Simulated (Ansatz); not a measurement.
The system is SrO.

```
Sr O
1.0
     0.00000    2.56630    2.56630
     2.56630    0.00000    2.56630
     2.56630    2.56630    0.00000
Sr O
1 1
Cartesian
  2.5663 2.5663 2.5663
  0.0000 0.0000 0.0000
```

Base run:

* Program: Ansatz 0.2.0
* Functional: PBEsol
* Potentials or basis: Ansatz PAW
* Cutoff: 420 eV (not typed: the program's choice for these potentials)
* k mesh: 9 × 9 × 9
* Occupations: fermi-dirac, width 0.05 eV
* Spin: no spin polarisation

Its results: band gap on the k mesh 3.26 eV, indirect (least direct gap 3.34 eV); pressure -0.6 GPa.

After a change of settings the same cell gave: band gap on the k mesh 3.89 eV, indirect (least direct gap 3.97 eV); pressure 1.5 GPa. Which change was it?
A. functional from PBEsol to revPBE
B. functional from PBEsol to r2SCAN; cutoff from 420 eV (not typed: the program's choice for these potentials) to 500 eV (not typed: the program's choice for these potentials); k mesh from 9 × 9 × 9 to 7 × 7 × 7
C. functional from PBEsol to LDA
D. functional from PBEsol to RPBE

B.

Caveats: the k mesh misses the band edges, so the gap on the mesh is wider than the one along the path; the PAW data sets come from PBE, with cores solved anew for the run's functional, which leaves a small shift of forces and pressure.

Runs at the PBE level aren't shown here.
